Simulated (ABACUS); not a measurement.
Runs of ABACUS 3.10.1 on W. It takes space group Im-3m (No. 229, cubic). Conventional cell: a = 3.165 Å, b = 3.165 Å, c = 3.165 Å, α = 90.00°, β = 90.00°, γ = 90.00°. Around W (site symmetry m-3m) lie 8 W at 2.74 Å. 

```tsv
task	level	potentials or basis	cell	k mesh	orbital files	eigensolver	symmetry key	path	points for each segment of the path	gap on the mesh (eV)	pressure (GPa)	relaxed volume (Å³/atom)
single point	PBEsol	PseudoDojo NC SR 0.4.1 PBE standard, DZP LCAO (the cutoffs set its grid)	as given	11 × 11 × 11	W W_confined-atom_7au_3s2p2d1f.orb	scalapack_gvx	1	-	-	none	-0.4	-
relaxation of cell and atoms	BLYP	PseudoDojo NC SR 0.5 PBE standard, DZP LCAO (the cutoffs set its grid)	relaxed	11 × 11 × 11	W W_confined-atom_7au_3s2p2d1f.orb	genelpa	1	-	-	-	0.0	16.77
single point	BLYP	PseudoDojo NC SR 0.5 PBE standard, DZP LCAO (the cutoffs set its grid)	as given	11 × 11 × 11	W W_confined-atom_7au_3s2p2d1f.orb	scalapack_gvx	1	-	-	none	(a)	-
relaxation of cell and atoms	PBE	PseudoDojo NC SR 0.4.1 PBE standard, TZDP LCAO (the cutoffs set its grid)	relaxed	11 × 11 × 11	W W_confined-atom_7au_4s3p3d1f.orb	scalapack_gvx	1	-	-	-	0.0	16.21
```

Alike in all rows: no spin polarisation; cutoff (eV) 1361; smearing fermi-dirac 0.05 eV.

Estimate the missing entries.

(a) 17.6.

Caveats: the atomic orbitals were generated for these runs and aren't a published set; the basis of atomic orbitals isn't converged, which shifts pressures, moduli and gaps; the potentials were made for another functional, which shifts forces and pressure (some runs); so large a pressure means that the cell lies far from this level's equilibrium, or that cutoff or potentials fall short (some runs).

A k mesh can miss the band edges, and the runs leave out spin-orbit coupling on W.

A gap of «none» marks a metal or a gap under the smearing width.
